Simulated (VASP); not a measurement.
# From VASP inputs to Ansatz: CdTe (zincblende)

INCAR

```
IBRION = -1
NBANDS = 16
ISIF = 2
LWAVE = .FALSE.
NSW = 0
GGA = PS
PREC = Accurate
LREAL = .FALSE.
LCHARG = .FALSE.
ISMEAR = 0
EDIFF = 1E-7
SIGMA = 0.01
NELM = 120
ENCUT = 520
LASPH = .TRUE.
```

KPOINTS

```
KPOINTS created by Atomic Simulation Environment
0
Gamma
6 6 6
0 0 0
```

KPOINTS_OPT

```
special points
6
Reciprocal
0.0000000000 0.0000000000 0.0000000000 1
0.5000000000 0.0000000000 0.5000000000 1
0.5000000000 0.2500000000 0.7500000000 1
0.3750000000 0.3750000000 0.7500000000 1
0.5000000000 0.5000000000 0.5000000000 1
0.6250000000 0.2500000000 0.6250000000 1
```

POSCAR

```
Cd Te
 1.0000000000000000
     0.0000000000000000    3.2799551176437878    3.2799551176437878
     3.2799551176437878    0.0000000000000000    3.2799551176437878
     3.2799551176437878    3.2799551176437878    0.0000000000000000
 Cd  Te
   1   1
Cartesian
  0.0000000000000000  0.0000000000000000  0.0000000000000000
  1.6399775588218934  1.6399775588218934  1.6399775588218934
```

VASP ran with the recommended PBE PAW datasets (18 valence electrons in the cell).

Task: Write an Ansatz input for this cell and level of theory.

Result: 

```yaml
crystal:
  lattice:
    - [0.0, 3.2799551176, 3.2799551176]
    - [3.2799551176, 0.0, 3.2799551176]
    - [3.2799551176, 3.2799551176, 0.0]
  atoms:
    - { symbol: Cd, position: [0.0, 0.0, 0.0] }
    - { symbol: Te, position: [0.25, 0.25, 0.25] }
kpoints:
  mp_grid: { grid: [6, 6, 6] }
  band_path:
    path:
      - [0.0, 0.0, 0.0]
      - [0.5, 0.0, 0.5]
      - [0.5, 0.25, 0.75]
      - [0.375, 0.375, 0.75]
      - [0.5, 0.5, 0.5]
      - [0.625, 0.25, 0.625]
    npoints: 1
hamiltonian:
  xc: pbesol
scf:
  occupations: { method: fixed }
  n_extra_bands: 4
output:
  forces: true
  stress: true
  eigenvalues: true
```

Other inputs would serve too.

|  | VASP | Ansatz |
| --- | --- | --- |
| gap between bands v and c | 0.55 eV | 0.55 eV |
| least direct gap | 0.55 eV | 0.55 eV |
| pressure | -1.1 GPa | -1.2 GPa |

Each program uses its own PAW datasets. VASP's cell holds 18 valence electrons and Ansatz's 36. Ansatz's stress includes a Pulay correction; VASP's doesn't.
